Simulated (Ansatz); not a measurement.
KMgF3:

```
K Mg F
1.0
     3.98590    0.00000    0.00000
     0.00000    3.98590    0.00000
     0.00000    0.00000    3.98590
K Mg F
1 1 3
Cartesian
  1.9929 1.9929 1.9929
  0.0000 0.0000 0.0000
  0.0000 0.0000 1.9929
  0.0000 1.9929 0.0000
  1.9929 0.0000 0.0000
```

Program: Ansatz 0.2.0. Alike in all runs: task band structure; potentials or basis Ansatz PAW; no spin polarisation; cell as given; k mesh 7 × 7 × 7; cutoff (eV) 420; smearing fermi-dirac 0.05 eV.

Order these runs on this cell by their band gap on the k mesh, lowest first.
A. level LDA
B. level PBEsol
C. level PBE

A (7.02 eV), B (7.18 eV), C (7.37 eV).

A k mesh can miss the band edges.
